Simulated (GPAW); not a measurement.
Consider BeS (F-43m).

```xyz
2
Lattice="0.0000 2.4250 2.4250 2.4250 0.0000 2.4250 2.4250 2.4250 0.0000" Properties=species:S:1:pos:R:3 pbc="T T T"
S     3.6375    3.6375    3.6375
Be    0.0000    0.0000    0.0000
```

Absorber: atom 1, with 4 Be at 2.10 Å (tetrahedral, site symmetry -43m). Method: GPAW, PBE, full core hole (charged cell), 16-atom cell with 6.9 Å between holes, 4×4×4 k points, dipole transitions, Gaussian full width 0.9 eV up to 4 eV, rising linearly to 3.5 eV at 25 eV.

The database entry behind the starting cell differs from later determinations by our own check (0.1 to 0.3 % short, probably kX units), so it need not match the best structure at ambient conditions.

Question: What does the S K edge look like?

Main maxima up to 24 eV above the zero (height): 3.9 eV (2.22), 7.0 eV (1.81), 10.3 eV (1.03) and 13.8 eV (1.00). A K edge sees empty p states on the absorber. The total-energy difference plus the lowest empty eigenvalue puts the zero at 2484.69 eV. One term is added: -16.94 eV, since the hole is spin-paired here and a spin-polarised one costs that much less in the free atom (computed apart). The photon energy is then 2467.75 eV. The functional and the charged cell's background leave an error of a few eV in such absolute values.

The S K spectrum (energy from the lowest empty level; intensity scaled to a mean of 1 over the first 20 eV):

```
E (eV)  intensity
 -2.00       0.00
 -1.25       0.00
 -0.50       0.00
  0.25       0.04
  1.00       0.27
  1.75       0.94
  2.50       1.47
  3.25       1.68
  4.00       2.20
  4.75       1.38
  5.50       1.11
  6.25       1.33
  7.00       1.81
  7.75       1.14
  8.50       0.79
  9.25       0.87
 10.00       1.01
 10.75       0.99
 11.50       0.89
 12.25       0.91
 13.00       0.97
 13.75       1.00
 14.50       0.97
 15.25       0.90
 16.00       0.84
 16.75       0.79
 17.50       0.71
 18.25       0.61
 19.00       0.54
 19.75       0.52
 20.50       0.54
 21.25       0.56
 22.00       0.56
 22.75       0.57
 23.50       0.59
 24.25       0.61
 25.00       0.63
 25.75       0.64
 26.50       0.64
 27.25       0.61
```

The mesh is coarse (0.28 Å⁻¹ between points), so small maxima may be mesh ripples. The structure is a published determination, not relaxed.

[Banner, clock and machine lines of the logs are left out without a mark of their own.]

[Logs are printed without paths, hosts, clocks, repeated set-up lines and the standing remarks that a program may print on its own settings, such as how far it seeks lower states.]

[Hosts, paths, dates, database ids (printed as entryN), source tags and the programs' standing remarks are cut or masked in the printed files.]

[Lists of maxima count a maximum above −3 eV only where it reaches 4 % of the highest in the window and stands out from its surroundings by 2 % of it (1.5 % where it reaches 55 %); shoulders and weaker maxima are passed over, and of the rest the first, up to two pre-edge ones and the few strongest are named.]
